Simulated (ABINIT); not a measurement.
Runs of ABINIT 10.8.3 (patched build) on Ge. It takes space group Imma (No. 74, orthorhombic). Conventional cell: a = 4.992 Å, b = 5.302 Å, c = 2.874 Å, α = 90.00°, β = 90.00°, γ = 90.00°. Ge (site symmetry mm2) is surrounded by 6 Ge at 2.68 to 2.87 Å. This isn't the form of Ge at room conditions, which is diamond.

| level | dispersion computed by | gap on the mesh (eV) | pressure (GPa) | relaxed volume (Å³/atom) | largest force (eV/Å) |
| --- | --- | --- | --- | --- | --- |
| PBE+D3(BJ) | simple-dftd3 1.7.0 | none | 0.0 | (a) | 0.01 |
| PBE+D3 | simple-dftd3 1.7.0 | none | 0.0 | 19.15 | 0.01 |
| PBE+D4 | dftd4 4.3.1 | none | 0.0 | 18.70 | 0.01 |
| PBE | - | none | -0.1 | 19.58 | 0.02 |

Alike in all rows: task relaxation of cell and atoms; potentials or basis JTH PAW PBE v2.0; no spin polarisation; cell relaxed; k mesh 6 × 6 × 6; cutoff (eV) 599; smearing fermi-dirac 0.05 eV; the mesh is coarse, so values aren't converged.

**Question.** Fill in the values left out.

**Answer.** (a) 18.71.

Caveats: all runs use coarse meshes; pairwise dispersion overbinds metals, which lowers pressure and volume (some runs).

A k mesh can miss the band edges, and the runs leave out spin-orbit coupling on Ge.

A gap of «none» marks a metal or a gap under the smearing width.
